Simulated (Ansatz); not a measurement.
Consider the ligand exchange at the Si–N bond: `NC(=O)N[SiH3]` + `[OH][In]([F])[SH]` → `[F][In]([SH])[O][SiH3]` + `NC(N)=O`.

Computed with Ansatz on PBE0-D4/def2-TZVP structures; ΔE is electronic, products minus reactants. CCSD(T)/CBS is the MP2 limit (def2-TZVPP, def2-QZVPP) plus CCSD(T) − MP2 in def2-TZVPP, frozen cores. def2 core potentials past Kr. For In outer-core shells are correlated without core-valence functions, which leaves a few kJ/mol of doubt a bond. Each species was taken in one conformer, which may not be the lowest.

```csv
species,CCSD(T)/CBS(def2) energy (Eh)
`NC(=O)N[SiH3]`,-515.36178
`[OH][In]([F])[SH]`,-763.84187
`[F][In]([SH])[O][SiH3]`,-1054.15995
`NC(N)=O`,-225.06129
```

Work out ΔE.

ΔE = (-1054.15995) + (-225.06129) − (-515.36178) − (-763.84187) = -0.01759 Eh = -46.2 kJ/mol.

Largest T1 diagnostic among the species: 0.016.

From PBE to PBE0 (25 % exact exchange), in def2-TZVPP and without D4, ΔE moves by −5.0 kJ/mol. In def2-TZVPP, CCSD(T) changes the Hartree–Fock value by +17.3 kJ/mol (the triples alone add +2.6 kJ/mol) and MP2 by +17.9 kJ/mol. The D4 term adds +3.1 kJ/mol with B3LYP and +1.5 kJ/mol with PBE0; it sums over pairs of atoms, weighted by their polarisabilities, and B3LYP, whose exchange is more repulsive, gets the larger term.

B3LYP here is the variant with VWN-RPA as its local correlation; programs differ in this.
